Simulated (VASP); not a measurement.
# Pt (Fm-3m) in VASP: single point with LDA

Aim: the single point of Pt with LDA.

All numbers are computed with VASP 6.6.1; they aren't measurements. Logs are shortened: lines on timing, memory, paths and dates and some standing lists are left out, and cuts for length are marked.

## 1. The crystal as given

Symmetry: Fm-3m, No. 225, cubic system. The conventional cell has a = 3.897 Å, b = 3.897 Å, c = 3.897 Å, α = 90.00°, β = 90.00°, γ = 90.00°. Pt (site symmetry m-3m) has 12 Pt at 2.76 Å as nearest neighbours.

## 2. Single point, LDA

Input file INCAR:

```
SYSTEM = Pt
PREC = Accurate
ENCUT = 520
EDIFF = 1E-6
ISMEAR = 1
SIGMA = 0.1
LREAL = .False.
LASPH = .True.
NELM = 80
ALGO = Normal
ISIF = 2
LWAVE = .False.
LCHARG = .False.
ICORELEVEL = 1
```

Input file KPOINTS:

```
regular mesh
0
Gamma
  14 14 27
  0 0 0
```

Input file POSCAR:

```
Pt
1.0
    2.7554452200      0.0000000000      0.0000000000
    0.0000000000      2.7554452200      0.0000000000
    1.3777226100      1.3777226100      1.9483940000
Pt
1
Direct
    0.0000000000      0.0000000000      0.0000000000
```

Potentials or basis: VASP PAW LDA potentials, release 64 (Pt).

Run with:

```
> cat potpaw_LDA.64/Pt/POTCAR > POTCAR
> mpirun -np 1 vasp_std > vasp.out
```

OUTCAR:

```text
SYSTEM = Pt
   PREC = Accurate
   ENCUT = 520
   EDIFF = 1E-6
   ISMEAR = 1
   LREAL = .False.
   LASPH = .True.
   NELM = 80
   ISIF = 2

 ion  position               nearest neighbor table
   1  0.000  0.000  0.000-

  LATTYP: Found a face centered cubic cell.
 ALAT       =     3.8967880003

  Lattice vectors:

 A1 = (   1.3777226100,   1.3777226100,   1.9483940000)
 A2 = (   1.3777226100,  -1.3777226100,   1.9483940000)
 A3 = (   2.7554452200,   0.0000000000,   0.0000000000)

Analysis of symmetry for initial positions (statically):
=====================================================================
 Subroutine PRICEL returns:
 Original cell was already a primitive cell.

 Routine SETGRP: Setting up the symmetry group for a
 face centered cubic supercell.

 Subroutine GETGRP returns: Found 48 space group operations
 (whereof 48 operations were pure point group operations)
 out of a pool of 48 trial point group operations.

The static configuration has the point symmetry O_h .

Analysis of symmetry for dynamics (positions and initial velocities):
=====================================================================
 Subroutine PRICEL returns:
 Original cell was already a primitive cell.

 Routine SETGRP: Setting up the symmetry group for a
 face centered cubic supercell.

 Subroutine GETGRP returns: Found 48 space group operations
 (whereof 48 operations were pure point group operations)
 out of a pool of 48 trial point group operations.

The dynamic configuration has the point symmetry O_h .

 Subroutine INISYM returns: Found 48 space group operations
 (whereof 48 operations are pure point group operations),
 and found     1 'primitive' translations

----------------------------------------------------------------------------------------

                                     Primitive cell

  volume of cell :      14.7931

  direct lattice vectors                    reciprocal lattice vectors
     2.755445220  0.000000000  0.000000000     0.362917757  0.000000000 -0.256621607
     0.000000000  2.755445220  0.000000000     0.000000000  0.362917757 -0.256621607
     1.377722610  1.377722610  1.948394000     0.000000000  0.000000000  0.513243215

  length of vectors
     2.755445220  2.755445220  2.755445220     0.444481662  0.444481662  0.513243215

  position of ions in fractional coordinates (direct lattice)
     0.000000000  0.000000000  0.000000000

  ion indices of the primitive-cell ions
   primitive index   ion index
                 1           1

----------------------------------------------------------------------------------------

 KPOINTS: regular mesh

Automatic generation of k-mesh.
 Grid dimensions read from file:
 generate k-points for:   14   14   27

 Generating k-lattice:

  Cartesian coordinates                     Fractional coordinates (reciprocal lattice)
     0.025922697  0.000000000 -0.018330115     0.071428571  0.000000000 -0.000000000
     0.000000000  0.025922697 -0.018330115     0.000000000  0.071428571 -0.000000000
     0.000000000  0.000000000  0.019009008     0.000000000  0.000000000  0.037037037

  Length of vectors
     0.031748690  0.031748690  0.019009008

  Shift w.r.t. Gamma in fractional coordinates (k-lattice)
     0.000000000  0.000000000  0.000000000

 -----------------------------------------------------------------------------
|                                                                             |
|           W    W    AA    RRRRR   N    N  II  N    N   GGGG   !!!           |
|           W    W   A  A   R    R  NN   N  II  NN   N  G    G  !!!           |
|           W    W  A    A  R    R  N N  N  II  N N  N  G       !!!           |
|           W WW W  AAAAAA  RRRRR   N  N N  II  N  N N  G  GGG   !            |
|           WW  WW  A    A  R   R   N   NN  II  N   NN  G    G                |
|           W    W  A    A  R    R  N    N  II  N    N   GGGG   !!!           |
|                                                                             |
|     Your reciprocal lattice and k-lattice belong to different lattice       |
|     classes:                                                                |
|                                                                             |
|        The reciprocal lattice is body-centered cubic,                       |
|        whereas your k-lattice is base-centered monoclinic.                  |
|                                                                             |
|     Results are often still useful ...                                      |
|                                                                             |
 -----------------------------------------------------------------------------

 WARNING: IBZKPT: internal override: KBLOWUP is changed to .FALSE.
      ... skipping the blow-up phase ...

 Subroutine IBZKPT returns following result:
 ===========================================

 Found   1422 irreducible k-points:

 Following reciprocal coordinates:
            Coordinates               Weight
  0.000000  0.000000  0.000000      1.000000
  0.071429  0.000000 -0.000000      4.000000
  0.142857  0.000000 -0.000000      4.000000
  0.214286  0.000000 -0.000000      4.000000
  0.285714  0.000000 -0.000000      4.000000
  0.357143  0.000000 -0.000000      4.000000
[... 16 lines left out ...]
  0.214286  0.142857 -0.000000      4.000000
  0.285714  0.142857 -0.000000      4.000000
 [... further k-points ...]
   k-points           NKPTS =   1422   k-points in BZ     NKDIM =   1422   number of bands    NBANDS=      9
   number of dos      NEDOS =    301   number of ions     NIONS =      1
   total plane-waves  NPLWV =   8000
   dimension x,y,z NGX =    20 NGY =   20 NGZ =   20
   dimension x,y,z NGXF=    40 NGYF=   40 NGZF=   40
   ions per type =               1
   NGX,Y,Z   is equivalent  to a cutoff of  12.07, 12.07, 12.07 a.u.
   NGXF,Y,Z  is equivalent  to a cutoff of  24.13, 24.13, 24.13 a.u.
 SYSTEM =  Pt
   PREC   = accura    normal or accurate (medium, high low for compatibility)
   ISTART =      0    job   : 0-new  1-cont  2-samecut
   ICHARG =      2    charge: 1-file 2-atom 10-const
   ISPIN  =      1    spin polarized calculation?
   LNONCOLLINEAR =      F non collinear calculations
   LSORBIT =      F    spin-orbit coupling
   LASPH  =      T    aspherical Exc in radial PAW
   ENCUT  =  520.0 eV  38.22 Ry    6.18 a.u.   5.12  5.12  5.12*2*pi/ulx,y,z
   NELM   =     80;   NELMIN=  2; NELMDL= -5     # of ELM steps
   EDIFF  = 0.1E-05   stopping-criterion for ELM
   LREAL  =      F    real-space projection
   EDIFFG = 0.1E-04   stopping-criterion for IOM
   NSW    =      0    number of steps for IOM
   IBRION =     -1    ionic relax: 0-MD 1-quasi-New 2-CG
   NFREE  =      0    steps in history (QN), initial steepest desc. (CG)
   ISIF   =      2    stress and relaxation
   ISYM   =      2    0-nonsym 1-usesym 2-fastsym
   POTIM  = 0.5000    time-step for ionic-motion
   TEBEG  =    0.0;   TEEND  =   0.0 temperature during run
   PSTRESS=    0.0 pullay stress
   NELECT =      10.0000    total number of electrons
   NUPDOWN=      -1.0000    fix difference up-down
   EMIN   =  10.00;   EMAX   =-10.00  energy-range for DOS
   EFERMI =   0.00;   METHOD = LEGACY
   ISMEAR =     1;   SIGMA  =   0.10  broadening in eV -4-tet -1-fermi 0-gaus
   EFERMI_NEDOS =   21; number of points for ismear=-14 and -15
   IALGO  =     38    algorithm
   IMIX   =      4    mixing-type and parameters
     AMIX     =   0.40;   BMIX     =  1.00
     AMIX_MAG =   1.60;   BMIX_MAG =  1.00
  volume/ion in A,a.u.               =      14.79        99.83
  Fermi-wavevector in a.u.,A,eV,Ry     =   1.436773  2.715107 28.086719  2.064316
  Thomas-Fermi vector in A             =   2.555924
   LORBIT       =      0    0 simple, 1 ext, 2 COOP (PROOUT), +10 PAW based schemes
   GGA     = CA    functional components
   LHFCALC =     F    Hartree Fock is set to
   AEXX    =    0.0000 exact exchange contribution
   IVDW    =     0    specifies the selected vdW correction
   LEPSILON=     F    determine dielectric tensor
   LRPA    =     F    only Hartree local field effects (RPA)
 non-spin polarized calculation
 Methfessel and Paxton  Order N= 1 SIGMA  =   0.10
  energy-cutoff  :      520.00
  volume of cell :       14.79
 maximum number of plane-waves:       415
   NGX = 11   NGY = 11   NGZ = 11

 number of electron      10.0000000 magnetization

 Free energy of the ion-electron system (eV)
  ---------------------------------------------------
  ext. energy  EPLUGINS =         0.00000000
  ---------------------------------------------------
  free energy    TOTEN  =        -7.50855959 eV

  energy without entropy =       -7.50863740  energy(sigma->0) =       -7.50858552

 the core state eigenenergies are
   1-  1s -77834.3996  2s -13675.1033  2p -11867.6016  3s  -3202.6545  3p  -2675.2957
       3d  -2101.7672  4s   -675.9017  4p   -502.5734  4d   -291.5875  4f    -56.1405
       5s    -86.7444  5p    -41.1169

 E-fermi :  11.5070     XC(G=0): -13.7995

 val. band max:       11.5058597888   @ k =  -0.2143  -0.2143   0.3704
 cond. band min:      11.5074680880   @ k =  -0.1429  -0.2857   0.2222
 fundamental gap:      0.0016082992
 Fermi energy:        11.5069861454

 k-point     1 :       0.0000    0.0000    0.0000
  band No.  band energies     occupation
      1       1.0549      2.00000
      2       7.5774      2.00000
      3       7.5774      2.00000
      4       7.5774      2.00000
      5       9.8421      2.00000
      6       9.8421      2.00000
      7      26.0824      0.00000
      8      31.1153      0.00000
      9      31.1153      0.00000

 k-point     2 :       0.0714    0.0000   -0.0000
  band No.  band energies     occupation
      1       1.2639      2.00000
      2       7.4835      2.00000
      3       7.6609      2.00000
      4       7.6609      2.00000
      5       9.7950      2.00000
      6       9.7950      2.00000
      7      26.4128      0.00000
      8      30.1003      0.00000
      9      31.4430      0.00000
[... 253 lines left out ...]
 k-point    24 :       0.2857    0.1429   -0.0000
  band No.  band energies     occupation
      1       4.5075      2.00000
      2       7.1961      2.00000
      3       7.5772      2.00000
      4       8.2631      2.00000
      5       9.8992      2.00000
      6      12.2213     -0.00000
      7      22.2817      0.00000
      8      27.3184      0.00000
      9      29.1701      0.00000

 [... further k-points ...]

------------------------ aborting loop because EDIFF is reached ----------------------------------------

  FORCE on cell =-STRESS in cart. coord.  units (eV):
  Direction    XX          YY          ZZ          XY          YZ          ZX
  --------------------------------------------------------------------------------------
  -------------------------------------------------------------------------------------
  Total       -0.0117526     -0.0117526     -0.0117526     -0.0000000     -0.0000000      0.0000000
  in kB       -1.2728652     -1.2728652     -1.2728652     -0.0000000     -0.0000000      0.0000000
  external PRESSURE =      -1.2728652 kB  Pullay stress =       0.0000000 kB

 VOLUME and BASIS-vectors are now :
 -----------------------------------------------------------------------------
  energy-cutoff  :      520.00
  volume of cell :       14.79
      direct lattice vectors                 reciprocal lattice vectors
     2.755445220  0.000000000  0.000000000     0.362917757  0.000000000 -0.256621607
     0.000000000  2.755445220  0.000000000     0.000000000  0.362917757 -0.256621607
     1.377722610  1.377722610  1.948394000     0.000000000  0.000000000  0.513243215

 POSITION                                       TOTAL-FORCE (eV/Angst)
 -----------------------------------------------------------------------------------
      0.00000      0.00000      0.00000         0.000000      0.000000      0.000000
 -----------------------------------------------------------------------------------
    total drift:                               -0.000000      0.000000      0.000000

  FREE ENERGIE OF THE ION-ELECTRON SYSTEM (eV)
  ---------------------------------------------------
  free  energy   TOTEN  =        -7.5085595854 eV

  energy  without entropy=       -7.5086373954  energy(sigma->0) =       -7.50858552
```

It took 70 s on 1 thread of Intel Xeon 6975P-C (Granite Rapids), shared host; peak memory 0.3 GiB.

What came out:

```
Free energy            : -7.5086 eV
Pressure               : -0.1 GPa
Band gap on the k mesh : none (metal or under the smearing width)
```

Levels at points of the mesh, in eV from the Fermi level:
```tsv
k point	band 3	band 4	band 5	band 6	band 7	band 8
(0.00, 0.00, 0.00)	-3.93	-3.93	-1.66	-1.66	14.58	19.61
(0.50, 0.00, 0.00)	-3.98	-0.55	0.06	0.06	5.99	14.15
(0.50, 0.50, 0.00)	0.04	0.52	0.52	1.74	9.09	11.41
```

Core levels (eV, on the scale of the bands):
```csv
atom,levels
1 Pt,"1s -77834.4, 2s -13675.1, 2p -11867.6, 3s -3202.7, 3p -2675.3, 3d -2101.8, 4s -675.9, 4p -502.6, 4d -291.6, 4f -56.1, 5s -86.7, 5p -41.1"
```
